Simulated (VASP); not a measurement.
# GaP (Fm-3m) in VASP: settings compared

The runs below take GaP through single point, with PBE, r2SCAN.

All numbers are computed with VASP 6.6.1; they aren't measurements. Logs are shortened: lines on timing, memory, paths and dates and some standing lists are left out, and cuts for length are marked.

### 1 The structure

Symmetry: Fm-3m, No. 225, cubic system. Conventional cell: a = 5.117 Å, b = 5.117 Å, c = 5.117 Å, α = 90.00°, β = 90.00°, γ = 90.00°. Around Ga (site symmetry m-3m) lie 6 P at 2.56 Å. P (site symmetry m-3m) has 6 Ga at 2.56 Å as nearest neighbours.

The cell was built by a generator and needn't be a form met in nature.

### 2 Single point, PBE

The input, INCAR:

```
ALGO = Normal
EDIFF = 1E-6
ENCUT = 520
GGA = PE
ISIF = 2
ISMEAR = -1
LASPH = T
LCHARG = F
LREAL = F
LWAVE = F
NBANDS = 16
NELM = 100
PREC = Accurate
SIGMA = 0.02
```

The input, KPOINTS:

```
k-points
0
Gamma
  6 6 6
```

The input, POSCAR:

```
GaP
1.0
    0.0000000000      2.5585353464      2.5585353464
    2.5585353464      0.0000000000      2.5585353464
    2.5585353464      2.5585353464      0.0000000000
Ga P
1 1
Direct
    0.0000000000      0.0000000000      0.0000000000
    0.5000000000      0.5000000000      0.5000000000
```

Potentials or basis: VASP PAW PBE potentials, release 64 (Ga_d, P).

On the command line:

```console
$ cat potpaw_PBE.64/Ga_d/POTCAR potpaw_PBE.64/P/POTCAR > POTCAR
$ mpirun -np 1 vasp_std > vasp.out
```

OUTCAR:

```text
EDIFF = 1E-6
   ENCUT = 520
   GGA = PE
   ISIF = 2
   ISMEAR = -1
   LASPH = T
   LREAL = F
   NELM = 100
   PREC = Accurate

 ion  position               nearest neighbor table
   1  0.000  0.000  0.000-   2 2.56   2 2.56   2 2.56   2 2.56   2 2.56   2 2.56
   2  0.500  0.500  0.500-   1 2.56   1 2.56   1 2.56   1 2.56   1 2.56   1 2.56

  LATTYP: Found a face centered cubic cell.
 ALAT       =     5.1170706928

  Lattice vectors:

 A1 = (   0.0000000000,   2.5585353464,   2.5585353464)
 A2 = (   2.5585353464,   0.0000000000,   2.5585353464)
 A3 = (   2.5585353464,   2.5585353464,   0.0000000000)

Analysis of symmetry for initial positions (statically):
=====================================================================
 Subroutine PRICEL returns:
 Original cell was already a primitive cell.

 Routine SETGRP: Setting up the symmetry group for a
 face centered cubic supercell.

 Subroutine GETGRP returns: Found 48 space group operations
 (whereof 48 operations were pure point group operations)
 out of a pool of 48 trial point group operations.

The static configuration has the point symmetry O_h .

Analysis of symmetry for dynamics (positions and initial velocities):
=====================================================================
 Subroutine PRICEL returns:
 Original cell was already a primitive cell.

 Routine SETGRP: Setting up the symmetry group for a
 face centered cubic supercell.

 Subroutine GETGRP returns: Found 48 space group operations
 (whereof 48 operations were pure point group operations)
 out of a pool of 48 trial point group operations.

The dynamic configuration has the point symmetry O_h .

 Subroutine INISYM returns: Found 48 space group operations
 (whereof 48 operations are pure point group operations),
 and found     1 'primitive' translations

----------------------------------------------------------------------------------------

                                     Primitive cell

  volume of cell :      33.4969

  direct lattice vectors                    reciprocal lattice vectors
     0.000000000  2.558535346  2.558535346    -0.195424308  0.195424308  0.195424308
     2.558535346  0.000000000  2.558535346     0.195424308 -0.195424308  0.195424308
     2.558535346  2.558535346  0.000000000     0.195424308  0.195424308 -0.195424308

  length of vectors
     3.618315387  3.618315387  3.618315387     0.338484831  0.338484831  0.338484831

  position of ions in fractional coordinates (direct lattice)
     0.000000000  0.000000000  0.000000000
     0.500000000  0.500000000  0.500000000

  ion indices of the primitive-cell ions
   primitive index   ion index
                 1           1
                 2           2

----------------------------------------------------------------------------------------

 KPOINTS: k-points

Automatic generation of k-mesh.
 Grid dimensions read from file:
 generate k-points for:    6    6    6

 Generating k-lattice:

  Cartesian coordinates                     Fractional coordinates (reciprocal lattice)
    -0.032570718  0.032570718  0.032570718     0.166666667  0.000000000  0.000000000
     0.032570718 -0.032570718  0.032570718     0.000000000  0.166666667  0.000000000
     0.032570718  0.032570718 -0.032570718     0.000000000  0.000000000  0.166666667

  Length of vectors
     0.056414138  0.056414138  0.056414138

  Shift w.r.t. Gamma in fractional coordinates (k-lattice)
     0.000000000  0.000000000  0.000000000

 Subroutine IBZKPT returns following result:
 ===========================================

 Found     16 irreducible k-points:

 Following reciprocal coordinates:
            Coordinates               Weight
  0.000000  0.000000  0.000000      1.000000
  0.166667  0.000000  0.000000      8.000000
  0.333333  0.000000  0.000000      8.000000
  0.500000  0.000000  0.000000      4.000000
  0.166667  0.166667  0.000000      6.000000
  0.333333  0.166667  0.000000     24.000000
[... 8 lines left out ...]
 -0.333333  0.333333  0.166667     24.000000
 -0.333333  0.500000  0.166667     12.000000
   k-points           NKPTS =     16   k-points in BZ     NKDIM =     16   number of bands    NBANDS=     16
   number of dos      NEDOS =    301   number of ions     NIONS =      2
   total plane-waves  NPLWV =  21952
   dimension x,y,z NGX =    28 NGY =   28 NGZ =   28
   dimension x,y,z NGXF=    56 NGYF=   56 NGZF=   56
   ions per type =               1   1
   NGX,Y,Z   is equivalent  to a cutoff of  12.86, 12.86, 12.86 a.u.
   NGXF,Y,Z  is equivalent  to a cutoff of  25.73, 25.73, 25.73 a.u.
 SYSTEM =  unknown system
   PREC   = accura    normal or accurate (medium, high low for compatibility)
   ISTART =      0    job   : 0-new  1-cont  2-samecut
   ICHARG =      2    charge: 1-file 2-atom 10-const
   ISPIN  =      1    spin polarized calculation?
   LNONCOLLINEAR =      F non collinear calculations
   LSORBIT =      F    spin-orbit coupling
   LASPH  =      T    aspherical Exc in radial PAW
   ENCUT  =  520.0 eV  38.22 Ry    6.18 a.u.   6.73  6.73  6.73*2*pi/ulx,y,z
   NELM   =    100;   NELMIN=  2; NELMDL= -5     # of ELM steps
   EDIFF  = 0.1E-05   stopping-criterion for ELM
   LREAL  =      F    real-space projection
   EDIFFG = 0.1E-04   stopping-criterion for IOM
   NSW    =      0    number of steps for IOM
   IBRION =     -1    ionic relax: 0-MD 1-quasi-New 2-CG
   NFREE  =      0    steps in history (QN), initial steepest desc. (CG)
   ISIF   =      2    stress and relaxation
   ISYM   =      2    0-nonsym 1-usesym 2-fastsym
   POTIM  = 0.5000    time-step for ionic-motion
   TEBEG  =    0.0;   TEEND  =   0.0 temperature during run
   PSTRESS=    0.0 pullay stress
   NELECT =      18.0000    total number of electrons
   NUPDOWN=      -1.0000    fix difference up-down
   EMIN   =  10.00;   EMAX   =-10.00  energy-range for DOS
   EFERMI =   0.00;   METHOD = LEGACY
   ISMEAR =    -1;   SIGMA  =   0.02  broadening in eV -4-tet -1-fermi 0-gaus
   EFERMI_NEDOS =   21; number of points for ismear=-14 and -15
   IALGO  =     38    algorithm
   IMIX   =      4    mixing-type and parameters
     AMIX     =   0.40;   BMIX     =  1.00
     AMIX_MAG =   1.60;   BMIX_MAG =  1.00
  volume/ion in A,a.u.               =      16.75       113.02
  Fermi-wavevector in a.u.,A,eV,Ry     =   1.330958  2.515145 24.102018  1.771448
  Thomas-Fermi vector in A             =   2.460005
   LORBIT       =      0    0 simple, 1 ext, 2 COOP (PROOUT), +10 PAW based schemes
   GGA     = PE    functional components
   LHFCALC =     F    Hartree Fock is set to
   AEXX    =    0.0000 exact exchange contribution
   IVDW    =     0    specifies the selected vdW correction
   LEPSILON=     F    determine dielectric tensor
   LRPA    =     F    only Hartree local field effects (RPA)
 non-spin polarized calculation
  energy-cutoff  :      520.00
  volume of cell :       33.50
 maximum number of plane-waves:       934
   NGX = 13   NGY = 13   NGZ = 13

 number of electron      17.9999996 magnetization

 Free energy of the ion-electron system (eV)
  ---------------------------------------------------
  ext. energy  EPLUGINS =         0.00000000
  ---------------------------------------------------
  free energy    TOTEN  =        -8.32774426 eV

  energy without entropy =       -8.32496385  energy(sigma->0) =       -8.32635406

 E-fermi :   6.7249     XC(G=0): -11.0807

 val. band max:        6.6986040180   @ k =   0.0000   0.0000   0.0000
 cond. band min:       6.7429174359   @ k =   0.3333   0.0000   0.0000
 fundamental gap:      0.0443134179
 Fermi energy:         6.7249011032

 k-point     1 :       0.0000    0.0000    0.0000
  band No.  band energies     occupation
      1      -8.0109      2.00000
      2      -8.0109      2.00000
      3      -7.9856      2.00000
      4      -7.9856      2.00000
      5      -7.9856      2.00000
      6      -6.6952      2.00000
[... 8 lines left out ...]
     15      15.4835      0.00000
     16      15.4835      0.00000

 k-point     2 :       0.1667    0.0000    0.0000
  band No.  band energies     occupation
      1      -8.0196      2.00000
      2      -8.0196      2.00000
      3      -7.9878      2.00000
      4      -7.9743      2.00000
      5      -7.9743      2.00000
      6      -6.2706      2.00000
[... 8 lines left out ...]
     15      14.8216      0.00000
     16      15.3290      0.00000

 k-point     3 :       0.3333    0.0000    0.0000
  band No.  band energies     occupation
      1      -8.0406      2.00000
      2      -8.0406      2.00000
      3      -7.9957      2.00000
      4      -7.9480      2.00000
      5      -7.9480      2.00000
      6      -5.0556      2.00000
[... 8 lines left out ...]
     15      17.1063      0.00000
     16      17.1063      0.00000

 k-point     4 :       0.5000    0.0000    0.0000
  band No.  band energies     occupation
      1      -8.0514      2.00000
      2      -8.0514      2.00000
      3      -8.0004      2.00000
      4      -7.9345      2.00000
      5      -7.9345      2.00000
      6      -3.8399      2.00000
[... 8 lines left out ...]
     15      19.4529      0.00000
     16      19.7105      0.00000

 k-point     5 :       0.1667    0.1667    0.0000
  band No.  band energies     occupation
      1      -8.0497      2.00000
      2      -8.0034      2.00000
      3      -7.9949      2.00000
      4      -7.9691      2.00000
      5      -7.9691      2.00000
      6      -6.1151      2.00000
[... 8 lines left out ...]
     15      17.1811      0.00000
     16      17.2518      0.00000

 k-point     6 :       0.3333    0.1667    0.0000
  band No.  band energies     occupation
      1      -8.0875      2.00000
      2      -8.0124      2.00000
      3      -7.9970      2.00000
      4      -7.9565      2.00000
      5      -7.9449      2.00000
      6      -5.1359      2.00000
[... 8 lines left out ...]
     15      18.2850      0.00000
     16      18.6507      0.00000

 k-point     7 :       0.5000    0.1667    0.0000
  band No.  band energies     occupation
      1      -8.0961      2.00000
      2      -8.0326      2.00000
      3      -7.9909      2.00000
      4      -7.9499      2.00000
      5      -7.9311      2.00000
      6      -3.6903      2.00000
[... 8 lines left out ...]
     15      19.7347      0.00000
     16      20.8063      0.00000

 k-point     8 :      -0.3333    0.1667    0.0000
  band No.  band energies     occupation
      1      -8.0723      2.00000
      2      -8.0418      2.00000
      3      -7.9860      2.00000
      4      -7.9512      2.00000
      5      -7.9436      2.00000
      6      -4.1650      2.00000
[... 8 lines left out ...]
     15      17.2286      0.00000
     16      20.0880      0.00000

 k-point     9 :      -0.1667    0.1667    0.0000
  band No.  band energies     occupation
      1      -8.0354      2.00000
      2      -8.0348      2.00000
      3      -7.9871      2.00000
      4      -7.9656      2.00000
      5      -7.9603      2.00000
      6      -5.5646      2.00000
[... 8 lines left out ...]
     15      17.0647      0.00000
     16      18.3161      0.00000

 k-point    10 :       0.3333    0.3333    0.0000
  band No.  band energies     occupation
      1      -8.1682      2.00000
      2      -8.0136      2.00000
      3      -7.9884      2.00000
      4      -7.9334      2.00000
      5      -7.9334      2.00000
      6      -4.4100      2.00000
[... 8 lines left out ...]
     15      18.4617      0.00000
     16      21.1400      0.00000

 k-point    11 :       0.5000    0.3333    0.0000
  band No.  band energies     occupation
      1      -8.1908      2.00000
      2      -8.0090      2.00000
      3      -7.9968      2.00000
      4      -7.9307      2.00000
      5      -7.9215      2.00000
      6      -3.1698      2.00000
[... 8 lines left out ...]
     15      20.6071      0.00000
     16      21.7434      0.00000

 k-point    12 :      -0.3333    0.3333    0.0000
  band No.  band energies     occupation
      1      -8.1440      2.00000
      2      -8.0206      2.00000
      3      -7.9832      2.00000
      4      -7.9531      2.00000
      5      -7.9299      2.00000
      6      -2.9180      2.00000
[... 8 lines left out ...]
     15      18.1219      0.00000
     16      20.5296      0.00000

 k-point    13 :       0.5000    0.5000    0.0000
  band No.  band energies     occupation
      1      -8.2369      2.00000
      2      -8.0230      2.00000
      3      -7.9810      2.00000
      4      -7.9141      2.00000
      5      -7.9141      2.00000
      6      -2.7043      2.00000
[... 8 lines left out ...]
     15      19.4738      0.00000
     16      21.6820      0.00000

 k-point    14 :       0.5000    0.3333    0.1667
  band No.  band energies     occupation
      1      -8.1295      2.00000
      2      -8.0167      2.00000
      3      -7.9933      2.00000
      4      -7.9482      2.00000
      5      -7.9339      2.00000
      6      -3.9634      2.00000
[... 8 lines left out ...]
     15      19.9182      0.00000
     16      20.2127      0.00000

 k-point    15 :      -0.3333    0.3333    0.1667
  band No.  band energies     occupation
      1      -8.1427      2.00000
      2      -8.0240      2.00000
      3      -7.9757      2.00000
      4      -7.9652      2.00000
      5      -7.9233      2.00000
      6      -2.9038      2.00000
[... 8 lines left out ...]
     15      17.8899      0.00000
     16      21.3464      0.00000

 k-point    16 :      -0.3333    0.5000    0.1667
  band No.  band energies     occupation
      1      -8.1910      2.00000
      2      -8.0046      2.00000
      3      -7.9987      2.00000
      4      -7.9444      2.00000
      5      -7.9141      2.00000
      6      -2.5279      2.00000
[... 8 lines left out ...]
     15      20.3198      0.00000
     16      21.7405      0.00000

------------------------ aborting loop because EDIFF is reached ----------------------------------------

  FORCE on cell =-STRESS in cart. coord.  units (eV):
  Direction    XX          YY          ZZ          XY          YZ          ZX
  --------------------------------------------------------------------------------------
  -------------------------------------------------------------------------------------
  Total        0.4842938      0.4842938      0.4842938     -0.0000000      0.0000000      0.0000000
  in kB       23.1640903     23.1640903     23.1640903     -0.0000000      0.0000000      0.0000000
  external PRESSURE =      23.1640903 kB  Pullay stress =       0.0000000 kB

 VOLUME and BASIS-vectors are now :
 -----------------------------------------------------------------------------
  energy-cutoff  :      520.00
  volume of cell :       33.50
      direct lattice vectors                 reciprocal lattice vectors
     0.000000000  2.558535346  2.558535346    -0.195424308  0.195424308  0.195424308
     2.558535346  0.000000000  2.558535346     0.195424308 -0.195424308  0.195424308
     2.558535346  2.558535346  0.000000000     0.195424308  0.195424308 -0.195424308

 POSITION                                       TOTAL-FORCE (eV/Angst)
 -----------------------------------------------------------------------------------
      0.00000      0.00000      0.00000        -0.000000     -0.000000      0.000000
      2.55854      2.55854      2.55854         0.000000      0.000000     -0.000000
 -----------------------------------------------------------------------------------
    total drift:                               -0.000000      0.000000      0.000000

  FREE ENERGIE OF THE ION-ELECTRON SYSTEM (eV)
  ---------------------------------------------------
  free  energy   TOTEN  =        -8.3277442640 eV

  energy  without entropy=       -8.3249638522  energy(sigma->0) =       -8.32635406
```

Run time: 10 s. Hardware: 1 thread of Intel Xeon Platinum 8259CL at 2.50GHz (Skylake/Cascade Lake), shared host; peak memory 0.15 GiB.

What came out:

| Item | Value |
| --- | --- |
| Free energy | -8.3277 eV |
| Pressure | 2.3 GPa |
| Band gap on the k mesh | none (metal or under the smearing width) |

Levels at points of the mesh, in eV from the Fermi level:
```
           k point  band 5  band 6  band 7  band 8  band 9  band 10  band 11  band 12  band 13  band 14
(0.00, 0.00, 0.00)  -14.71  -13.42   -0.03   -0.03   -0.03     1.66     7.05     7.05     7.05     8.76
(0.50, 0.00, 0.00)  -14.66  -10.56   -7.98    0.15    0.15     2.99     2.99     3.16     5.32    12.73
(0.50, 0.50, 0.00)  -14.64   -9.43   -6.02   -3.14   -2.76    -2.76     3.31    11.11    11.11    12.59
```

### 3 Single point, r2SCAN

POSCAR is that of step 2.

The input, INCAR.step1:

```
ALGO = Normal
EDIFF = 1E-4
ENCUT = 520
GGA = PE
ISMEAR = -1
LASPH = T
LCHARG = F
LREAL = F
LWAVE = T
NBANDS = 16
NELM = 100
PREC = Accurate
SIGMA = 0.02
```

The input, INCAR.step2:

```
ALGO = Normal
EDIFF = 1E-7
ENCUT = 520
ISIF = 2
ISMEAR = -1
ISTART = 1
LASPH = T
LCHARG = T
LELF = T
LMIXTAU = T
LREAL = F
LVHAR = T
LWAVE = F
METAGGA = R2SCAN
NBANDS = 16
NELM = 100
PREC = Accurate
SIGMA = 0.02
```

KPOINTS is that of step 2.

Potentials or basis: VASP PAW PBE potentials, release 64 (Ga_d, P).

On the command line:

```console
$ cat potpaw_PBE.64/Ga_d/POTCAR potpaw_PBE.64/P/POTCAR > POTCAR
$ cp INCAR.step1 INCAR
$ mpirun -np 1 vasp_std > vasp.out
$ cp INCAR.step2 INCAR
$ mpirun -np 1 vasp_std > vasp.out
```

Wall time 46 s (1 thread of Intel Xeon Platinum 8259CL at 2.50GHz (Skylake/Cascade Lake), shared host); peak memory 0.16 GiB.

Results (log left out):

```
Free energy            : -20.4904 eV
Pressure               : 0.0 GPa
Band gap on the k mesh : none (metal or under the smearing width)
```

Levels at points of the mesh, in eV from the Fermi level:
| k point | band 7 | band 8 | band 9 | band 10 | band 11 | band 12 |
| --- | --- | --- | --- | --- | --- | --- |
| (0.00, 0.00, 0.00) | -0.04 | -0.04 | -0.04 | 2.20 | 7.53 | 7.53 |
| (0.50, 0.00, 0.00) | -8.23 | 0.16 | 0.16 | 3.23 | 3.23 | 3.67 |
| (0.50, 0.50, 0.00) | -6.21 | -3.06 | -2.88 | -2.88 | 3.74 | 11.89 |

Caveat: the PAW data sets were made with another functional, which shifts forces and pressure a little.
